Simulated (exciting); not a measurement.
# Ge (Fd-3m) in exciting: reference runs

Aim: a first look at Ge with PBEsol, on the cell as given.

All numbers are computed with exciting (release sodium); they aren't measurements. Logs are shortened: lines on timing, memory, paths and dates and some standing lists are left out, and cuts for length are marked.

**Measured values to compare with.**

“Electronic and optical properties of SixGe1-x-ySny alloys lattice-matched to Ge”, 2021, arxiv:2109.02782 reports, for a bulk crystal of Ge at 293 K: band gap 0.666 eV (indirect).

The results are compared with them further down.

### 1 Starting point

It takes space group Fd-3m (No. 227, cubic). The conventional cell has a = 5.658 Å, b = 5.658 Å, c = 5.658 Å, α = 90.00°, β = 90.00°, γ = 90.00°. Ge (site symmetry -43m) is surrounded by 4 Ge at 2.45 Å.

### 2 Single point, PBEsol

The input, input.xml:

```xml
<input>
  <title>Ge</title>
  <structure speciespath="./" tshift="false">
    <crystal scale="1">
      <basevect>0.000000000000 5.345865131215 5.345865131215</basevect>
      <basevect>5.345865131215 0.000000000000 5.345865131215</basevect>
      <basevect>5.345865131215 5.345865131215 0.000000000000</basevect>
    </crystal>
    <species speciesfile="Ge.xml" rmt="2">
      <atom coord="0.750000000000 0.750000000000 0.750000000000"/>
      <atom coord="0.500000000000 0.500000000000 0.500000000000"/>
    </species>
  </structure>
  <groundstate do="fromscratch" ngridk="8 8 8" rgkmax="9" gmaxvr="14" lmaxapw="10" lmaxmat="10" lmaxvr="8" xctype="GGA_PBE_SOL" stype="Fermi Dirac" swidth="0.00183747" nempty="10" ValenceRelativity="iora*" epsengy="1e-05" epspot="1e-05" maxscl="60" tforce="true" outputlevel="normal"/>
</input>
```

Potentials or basis: all-electron LAPW+lo, shipped species files, valence relativity iora*.

Started as:

```bash
$ OMP_NUM_THREADS=1 exciting_smp
```

INFO.OUT:

```text
================================================================================
EXCITING SODIUM started
[... 10 lines left out ...]

 Lattice vectors (cartesian) :
      0.0000000000      5.3458651312      5.3458651312
      5.3458651312      0.0000000000      5.3458651312
      5.3458651312      5.3458651312      0.0000000000

 Reciprocal lattice vectors (cartesian) :
     -0.5876677725      0.5876677725      0.5876677725
      0.5876677725     -0.5876677725      0.5876677725
      0.5876677725      0.5876677725     -0.5876677725

 Unit cell volume                           :     305.5511969860
 Brillouin zone volume                      :       0.8118122786

 Species :    1 (Ge)
     parameters loaded from                 :    Ge.xml
     name                                   :    germanium
     nuclear charge                         :     -32.00000000
     electronic charge                      :      32.00000000
     atomic mass                            :  132359.93290000
     muffin-tin radius                      :       2.00000000
     # of radial points in muffin-tin       :     350

     atomic positions (lattice) :
       1 :   0.75000000  0.75000000  0.75000000
       2 :   0.50000000  0.50000000  0.50000000

 Total number of atoms per unit cell        :       2

 Spin treatment                             :    spin-unpolarised

 Number of Bravais lattice symmetries       :      48
 Number of crystal symmetries               :      24

 k-point grid                               :       8    8    8
 Total number of k-points                   :      43
 k-point set is reduced with crystal symmetries

 R^MT_min * |G+k|_max (rgkmax)              :       9.00000000
 Species with R^MT_min                      :       1 (Ge)
 Maximum |G+k| for APW functions            :       4.50000000
 Maximum |G| for potential and density      :      14.00000000

 G-vector grid sizes                        :      36    36    36
 Total number of G-vectors                  :   14163

 Maximum angular momentum used for
     APW functions                          :      10
     computing H and O matrix elements      :      10
     potential and density                  :       8
     inner part of muffin-tin               :       2

 Total nuclear charge                       :     -64.00000000
 Total electronic charge                    :      64.00000000
 Total core charge                          :      36.00000000
 Total valence charge                       :      28.00000000

 Number of empty states                     :      10
 Total number of valence states             :      25

 Maximum Hamiltonian size                   :     517
 Maximum number of plane-waves              :     489
 Total number of local-orbitals             :      28

 Exchange-correlation type                  :      22
     PBEsol, Phys. Rev. Lett. 100, 136406 (2008)
     Generalised gradient approximation (GGA)

[... 20 lines left out ...]
+ SCF iteration number :    1                                                  +
++++++++++++++++++++++++++++++++++++++++++++++++++++++++++++++++++++++++++++++++
 Total energy                               :     -4194.24642699
 _______________________________________________________________
 Fermi energy                               :         0.19985193
 Kinetic energy                             :      4283.47554047
 Coulomb energy                             :     -8321.34874972
 Exchange energy                            :      -152.80873663
 Correlation energy                         :        -3.56448112

 DOS at Fermi energy (states/Ha/cell)       :         1.86755827

 Electron charges :
     core                                   :        36.00000000
     core leakage                           :         0.00652769
     valence                                :        28.00000000
     interstitial                           :         4.85973683
     charge in muffin-tin spheres :
                  atom     1    Ge          :        29.57013158
                  atom     2    Ge          :        29.57013158
     total charge in muffin-tins            :        59.14026317
     total charge                           :        64.00000000

++++++++++++++++++++++++++++++++++++++++++++++++++++++++++++++++++++++++++++++++
+ SCF iteration number :    2                                                  +
++++++++++++++++++++++++++++++++++++++++++++++++++++++++++++++++++++++++++++++++
 Total energy                               :     -4194.98149821
 _______________________________________________________________
 Fermi energy                               :         0.20166690
 Kinetic energy                             :      4283.29366197
 Coulomb energy                             :     -8321.87005885
 Exchange energy                            :      -152.84009535
 Correlation energy                         :        -3.56500598

 DOS at Fermi energy (states/Ha/cell)       :         2.13300111

 Electron charges :
     core                                   :        36.00000000
     core leakage                           :         0.00648609
     valence                                :        28.00000000
     interstitial                           :         4.86573042
     charge in muffin-tin spheres :
                  atom     1    Ge          :        29.56713624
                  atom     2    Ge          :        29.56713334
     total charge in muffin-tins            :        59.13426958
     total charge                           :        64.00000000

 RMS change in effective potential (target) :  0.298236E-01  ( 0.100000E-04)
 Absolute change in total energy   (target) :  0.735071      ( 0.100000E-04)
 Charge distance                   (target) :  0.105294E-02  ( 0.100000E-04)
 Abs. change in max-nonIBS-force   (target) :   0.00000      ( 0.500000E-04)

++++++++++++++++++++++++++++++++++++++++++++++++++++++++++++++++++++++++++++++++
+ SCF iteration number :    3                                                  +
++++++++++++++++++++++++++++++++++++++++++++++++++++++++++++++++++++++++++++++++
 Total energy                               :     -4195.20948907
 _______________________________________________________________
 Fermi energy                               :         0.20311619
 Kinetic energy                             :      4283.26690387
 Coulomb energy                             :     -8322.05912273
 Exchange energy                            :      -152.85198363
 Correlation energy                         :        -3.56528658

 DOS at Fermi energy (states/Ha/cell)       :         2.40167338

 Electron charges :
     core                                   :        36.00000000
     core leakage                           :         0.00646441
     valence                                :        28.00000000
     interstitial                           :         4.87213926
     charge in muffin-tin spheres :
                  atom     1    Ge          :        29.56393250
                  atom     2    Ge          :        29.56392824
     total charge in muffin-tins            :        59.12786074
     total charge                           :        64.00000000
[... 193 lines left out ...]
 Electron charges :
     core                                   :        36.00000000
     core leakage                           :         0.00643408
     valence                                :        28.00000000
     interstitial                           :         4.88694680
     charge in muffin-tin spheres :
                  atom     1    Ge          :        29.55652888
                  atom     2    Ge          :        29.55652431
     total charge in muffin-tins            :        59.11305320
     total charge                           :        64.00000000

 RMS change in effective potential (target) :  0.192048E-07  ( 0.100000E-04)
 Absolute change in total energy   (target) :  0.749866E-05  ( 0.100000E-04)
 Charge distance                   (target) :  0.133104E-07  ( 0.100000E-04)
 Abs. change in max-nonIBS-force   (target) :   0.00000      ( 0.500000E-04)

++++++++++++++++++++++++++++++++++++++++++++++++++++++++++++++++++++++++++++++++
+ SCF iteration number :   11                                                  +
++++++++++++++++++++++++++++++++++++++++++++++++++++++++++++++++++++++++++++++++
 Total energy                               :     -4195.14428346
 _______________________________________________________________
 Fermi energy                               :         0.20532796
 Kinetic energy                             :      4283.29135639
 Coulomb energy                             :     -8322.01595079
 Exchange energy                            :      -152.85405308
 Correlation energy                         :        -3.56563598

 DOS at Fermi energy (states/Ha/cell)       :         3.10540984

 Electron charges :
     core                                   :        36.00000000
     core leakage                           :         0.00643408
     valence                                :        28.00000000
     interstitial                           :         4.88694680
     charge in muffin-tin spheres :
                  atom     1    Ge          :        29.55652877
                  atom     2    Ge          :        29.55652443
     total charge in muffin-tins            :        59.11305320
     total charge                           :        64.00000000

 RMS change in effective potential (target) :  0.708556E-08  ( 0.100000E-04)
 Absolute change in total energy   (target) :  0.217604E-06  ( 0.100000E-04)
 Charge distance                   (target) :  0.617713E-08  ( 0.100000E-04)
 Abs. change in max-nonIBS-force   (target) :   0.00000      ( 0.500000E-04)

++++++++++++++++++++++++++++++++++++++++++++++++++++++++++++++++++++++++++++++++
| Convergency criteria checked for the last 2 iterations                       +
| Convergence targets achieved. Performing final SCF iteration                 +
++++++++++++++++++++++++++++++++++++++++++++++++++++++++++++++++++++++++++++++++
 Total energy                               :     -4195.14428301
 _______________________________________________________________
 Fermi energy                               :         0.20532796
 Kinetic energy                             :      4283.29135647
 Coulomb energy                             :     -8322.01595043
 Exchange energy                            :      -152.85405306
 Correlation energy                         :        -3.56563598

 DOS at Fermi energy (states/Ha/cell)       :         3.10540995

 Electron charges :
     core                                   :        36.00000000
     core leakage                           :         0.00643408
     valence                                :        28.00000000
     interstitial                           :         4.88694680
     charge in muffin-tin spheres :
                  atom     1    Ge          :        29.55652880
                  atom     2    Ge          :        29.55652440
     total charge in muffin-tins            :        59.11305320
     total charge                           :        64.00000000

++++++++++++++++++++++++++++++++++++++++++++++++++++++++++++++++++++++++++++++++
+ Self-consistent loop stopped                                                 +
++++++++++++++++++++++++++++++++++++++++++++++++++++++++++++++++++++++++++++++++
 STATE.OUT is written

--------------------------------------------------------------------------------
- Writing atomic positions and forces                                          -
--------------------------------------------------------------------------------

 Atomic positions (lattice) :
 atom     1  Ge  :     0.75000000    0.75000000    0.75000000
 atom     2  Ge  :     0.50000000    0.50000000    0.50000000

 Total atomic forces including IBS (cartesian) :
 atom     1  Ge  :     0.00000000    0.00000000   -0.00000000
 atom     2  Ge  :    -0.00000000   -0.00000000    0.00000000

 Atomic force components including IBS (cartesian) :
 atom     1  Ge  :    -0.00000000    0.00000000    0.00000000   HF force
                 :     0.00000000   -0.00000000    0.00000000   core correction
                 :     0.00000000   -0.00000000   -0.00000000   IBS correction
 atom     2  Ge  :     0.00000000   -0.00000000   -0.00000000   HF force
                 :    -0.00000000    0.00000000    0.00000000   core correction
                 :    -0.00000000    0.00000000    0.00000000   IBS correction

********************************************************************************
* Groundstate module stopped                                                   *
********************************************************************************

================================================================================
| EXCITING SODIUM stopped                                                      =
================================================================================
```

Wall time 2.8 min (1 thread of Arm Neoverse V2, shared host); peak memory 0.14 GiB.

What came out:

```yaml
Free_energy: -114155.6924 eV
Band_gap_on_the_k_mesh: none (metal or under the smearing width)
All_electrons_inside_the_program's_atomic_spheres: Ge 29.56 (radii Ge 2.0 bohr)
```

Levels at points of the mesh, in eV from the Fermi level:
| k point | band 10 | band 11 | band 12 | band 13 | band 14 | band 15 | band 16 | band 17 | band 18 | band 19 |
| --- | --- | --- | --- | --- | --- | --- | --- | --- | --- | --- |
| (0.00, 0.00, 0.00) | -24.58 | -12.81 | -0.04 | -0.02 | -0.02 | -0.02 | 2.51 | 2.51 | 2.51 | 6.22 |
| (0.50, 0.00, 0.00) | -24.55 | -10.72 | -7.64 | -1.43 | -1.43 | 0.10 | 3.69 | 3.69 | 6.95 | 10.41 |
| (0.50, 0.50, 0.00) | -24.54 | -8.92 | -8.92 | -3.10 | -3.10 | 0.65 | 0.65 | 9.46 | 9.46 | 11.49 |

Caveat: this crystal is a semiconductor, whose small gap the functional closes, so the metal is an error of the method.

### 3 How close it comes

Step 2. Against the measured gap of Ge, 0.666 eV (indirect; 293 K; “Electronic and optical properties of SixGe1-x-ySny alloys lattice-matched to Ge”, 2021, arxiv:2109.02782), the calculated 0.00 eV is off by -0.67 eV. 3 values of this kind are on record (0.666 to 0.807 eV); this one was drawn at random among those near their median. Spin-orbit coupling on Ge is left out. The value is that of PBEsol on a finite k mesh, which can miss the band edges, without temperature or zero-point motion. Semilocal functionals fall short of measured gaps as a rule.
